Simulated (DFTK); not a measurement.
SnSe2:

```
Sn Se
1.0
     3.81100    0.00000    0.00000
    -1.90550    3.30042    0.00000
     0.00000    0.00000    6.13600
Sn Se
1 2
Cartesian
  0.0000 0.0000 0.0000
  1.9055 1.1001 4.6081
  0.0000 2.2003 1.5279
```

Base run:

| Item | Value |
| --- | --- |
| Program | DFTK 0.8.2 |
| Functional | PBE |
| Potentials or basis | dojo.nc.sr.pbe.v0_4_1.standard.upf (PBE) |
| Cutoff | 1170 eV |
| k mesh | 8 × 8 × 5 |
| Occupations | fermi-dirac, width 0.05 eV |
| Spin | no spin polarisation |

Its results: band gap on the k mesh 0.79 eV, indirect (least direct gap 1.06 eV); pressure 5.7 GPa; largest force 0.817 eV/Å.

Task: The run is repeated on the same cell with these changes: functional from PBE to PBEsol; potentials or basis from dojo.nc.sr.pbe.v0_4_1.standard.upf (PBE) to dojo.nc.sr.pbesol.v0_4_1.standard.upf (PBEsol). What comes out?

Result: Band gap on the k mesh 0.72 eV, indirect (least direct gap 0.97 eV); pressure 2.7 GPa; largest force 0.630 eV/Å.

Caveats: spin-orbit coupling is left out, which moves the levels of the heavy elements; an odd mesh through Γ misses points on the zone boundary, where band edges often lie; this functional lacks dispersion, which binds the layers, so the pressure and a relaxed spacing across them are unreliable.

Not every run made on this cell is shown here.
